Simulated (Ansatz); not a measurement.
## Co in Ansatz: convergence with xc grid

Input of the first run (xc grid 1); the others differ in this setting and in those tied to it:

The input input.yaml:

```yaml
crystal:
  lattice:
    - [2.4705617809, 0.0, 0.0]
    - [-1.2352808905, 2.1395692639, 0.0]
    - [0.0, 0.0, 8.0882338]
  atoms:
    - { symbol: Co, position: [0.666292, 0.326734, 0.742874], spin: 2.0 }
    - { symbol: Co, position: [-0.01058, 0.002001, 0.496243], spin: 2.0 }
    - { symbol: Co, position: [0.347506, 0.695356, 0.254161], spin: 2.0 }
    - { symbol: Co, position: [0.016481, -0.001814, -0.006647], spin: 2.0 }
hamiltonian:
  xc: pbe
  pseudopotentials: { kind: paw }
magnetization:
  spin_polarized: true
kpoints:
  mp_grid: { grid: [9, 9, 3] }
scf:
  occupations: { method: methfessel_paxton, width: 0.05 }
output:
  forces: true
  stress: true
  eigenvalues: true
basis:
  xc_grid: 1
```

Potentials or basis: Ansatz PAW.

Launch:

```console
$ ansatz run input.yaml --threads 2 --pin off --max-ram 5632MiB --backend cpu --events-out ev --progress --plain --runs-dir out
```

The cell isn't the ideal one: atoms moved at random, drawn with an rms of 0.05 Å.

Hardware: 2 threads of Arm Neoverse V1, on a shared host.

| xc grid | energy less the tightest run, at zero smearing (meV/atom) | SCF cycles | CPU time (s) | peak memory (GiB) |
| --- | --- | --- | --- | --- |
| 1 | 0.00 | 20 | 100 | 0.64 |
| 2 | 0.00 | 20 | 100 | 0.64 |
| 3 | 0.00 | 20 | 110 | 0.65 |
| 4 | 0.00 | 20 | 100 | 0.67 |
| 5 | 0.00 | 20 | 110 | 0.71 |

Against the tightest run, the energy stays within 1 meV/atom from 1 on. The tightest run that finished is the yardstick and may itself not be fully converged.
